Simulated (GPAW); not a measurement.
The system is Ni.

```
CELL_PARAMETERS angstrom
-1.38372 1.38372 1.38372
1.38372 -1.38372 1.38372
1.38372 1.38372 -1.38372
ATOMIC_POSITIONS crystal
Ni 0.00000 0.00000 0.00000
```

This isn't the form of Ni at room conditions, which is fcc.

| Quantity | Value |
| --- | --- |
| Program | GPAW 26.7.0 |
| Task | relaxation of cell and atoms |
| Functional | PBEsol |
| Dispersion | D3(BJ)+ATM |
| Potentials or basis | PAW data sets generated in the run's folder for this functional |
| Cutoff | 600 eV |
| Basis | pw |
| k mesh | 13 × 13 × 13 |
| Occupations | fermi-dirac, width 0.05 eV |
| Spin | collinear spin, ferromagnetic start |
| Starting moments | [1.0] μB |

At the start: pressure -4.3 GPa; volume 10.60 Å³/atom.

Problem. How do energy, volume and symmetry change on relaxing?

Solution. Over 3 steps the energy falls by 2.7 meV/atom and the volume is 10.39 Å³/atom (-1.9 %); space group Im-3m (No. 229, to 0.05 Å); moment 0.57 μB per cell.

Step by step:
```
step  energy change (eV)  largest force (eV/Å)  pressure (GPa)  volume (Å³)
   1              0.0000                0.0000           -4.30        10.60
   2             -0.0023                0.0000           -1.61        10.47
   3             -0.0027                0.0000            0.04        10.39
```

Final structure:
```
Ni
1.0
    -1.37484    1.37484    1.37484
     1.37484   -1.37484    1.37484
     1.37484    1.37484   -1.37484
Ni
1
Direct
  0.00000 0.00000 0.00000
```

Caveat: each step starts from the last one's moments, so a moment once lost doesn't come back; the stock nickel data set gives pressures a few GPa off other programs; later steps reuse the first step's grids; pairwise dispersion overbinds metals, which lowers pressure and volume.
